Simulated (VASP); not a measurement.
Set up this calculation in VASP 6.6.1, as the native input.

- Task: single point
- Functional: LDA
- Potentials or basis: VASP PAW LDA potentials, release 64 (P)
- Cutoff: 520 eV
- k mesh: 16 × 16 × 16
- Occupations: fermi-dirac, width 0.1 eV
- Spin: no spin polarisation
- Dipole correction: no
- Further INCAR settings: ALGO = Normal; EDIFF = 1e-06; NBANDS = 8

The structure of P lies in POSCAR:

```
P
1.0
   -1.5424789088      1.5424789088      1.5424789088
    1.5424789088     -1.5424789088      1.5424789088
    1.5424789088      1.5424789088     -1.5424789088
P
1
Direct
    0.0000000000      0.0000000000      0.0000000000
```

This isn't the form of P at room conditions, which is orthorhombic.

These files were run (other wordings do the same):

INCAR

```
ALGO     = Normal         # electronic algorithm
EDIFF    = 1E-6           # SCF threshold, eV
ENCUT    = 520            # plane-wave cutoff, eV
ISIF     = 2              # what is computed and relaxed
ISMEAR   = -1             # smearing method
LASPH    = True           # aspherical terms in the spheres
LCHARG   = False          # write CHGCAR
LREAL    = False          # projectors in reciprocal space
LWAVE    = False          # write WAVECAR
NBANDS   = 8              # bands
NELM     = 100            # most SCF steps
PREC     = Accurate       # precision mode
SIGMA    = 0.1            # smearing width, eV
```

KPOINTS

```
k-points
0
Gamma
  16 16 16
```

Potentials or basis: VASP PAW LDA potentials, release 64 (P).

Command:

```console
$ cat potpaw_LDA.64/P/POTCAR > POTCAR
$ mpirun -np 1 vasp_std > vasp.out
```

It gave:

The pressure is -7.4 GPa. The band gap on the k mesh is none (metal or under the smearing width).

Run time: 6.8 s on 1 thread of Intel(R) Xeon(R) Platinum 8488C (Sapphire Rapids), on a shared host, peak memory 0.12 GiB.
